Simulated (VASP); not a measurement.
A run of VASP 6.6.1:

Contents of INCAR:

```
SYSTEM = Sn
PREC = Accurate ; ENCUT = 600
EDIFF = 1E-6 ; ISMEAR = 0
SIGMA = 0.03 ; LREAL = .False.
LASPH = .True. ; NELM = 80
ALGO = Normal ; ISIF = 3
LWAVE = .False. ; LCHARG = .False.
METAGGA = R2SCAN ; LMIXTAU = .True.
IBRION = 2 ; NSW = 90
EDIFFG = -0.01
```

The input KPOINTS:

```
regular mesh
0
Gamma
  10 10 10
  0 0 0
```

The input POSCAR:

```
Sn
1.0
    0.0000000000      3.2333428000      3.2333428000
    3.2333428000      0.0000000000      3.2333428000
    3.2333428000      3.2333428000      0.0000000000
Sn
2
Direct
    0.0000000000      0.0000000000      0.0000000000
    0.2500000000      0.2500000000      0.2500000000
```

Potentials or basis: VASP PAW PBE potentials, release 64 (Sn_d).

The run is started by

```sh
$ cat potpaw_PBE.64/Sn_d/POTCAR > POTCAR
$ mpirun -np 1 vasp_std > vasp.out
```

Hardware: 1 thread of Intel(R) Xeon(R) 6975P-C (Granite Rapids) (shared host).

Q: How long does it take, and how much memory?

A: It took 6.6 min on 1 thread of Intel(R) Xeon(R) 6975P-C (Granite Rapids), with other jobs on the host, peak memory 0.3 GiB. Counts: scf iterations 43, k points 47, ion steps 3.
